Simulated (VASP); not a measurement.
Here is a VASP 6.6.1 calculation.

The input INCAR:

```
PREC = Accurate
ENCUT = 520
EDIFF = 1E-7
ISMEAR = -1
SIGMA = 0.05
LREAL = False
LASPH = True
NELM = 80
ALGO = Normal
ISIF = 2
LWAVE = False
LCHARG = False
GGA = PE
NBANDS = 16
```

KPOINTS

```
Automatic mesh
0
Gamma
  7 7 6
```

The input POSCAR:

```
Se
1.0
    4.3551700000      0.0000000000      0.0000000000
   -2.1775850000      3.7716878578      0.0000000000
    0.0000000000      0.0000000000      4.9494500000
Se
3
Direct
    0.7830000000      0.7830000000      0.5000000000
    0.0000000000      0.2170000000      0.8333333333
    0.2170000000      0.0000000000      0.1666666667
```

Potentials or basis: VASP PAW PBE potentials, release 64 (Se).

Command:

```console
$ cat potpaw_PBE.64/Se/POTCAR > POTCAR
$ mpirun -np 1 vasp_std > vasp.out
```

(1) Estimate the band gap on the k mesh.

(2) Estimate the pressure.

(3) What does it give for the largest force?

Results:

(1) 1.16 eV, indirect (least direct gap 1.38 eV).

(2) 5.7 GPa.

(3) 1.188 eV/Å.

Caveat: an odd mesh through Γ misses points on the zone boundary, where band edges often lie; forces of over 1 eV/Å show positions far from the minimum, so gaps and moduli don't describe the material at rest.
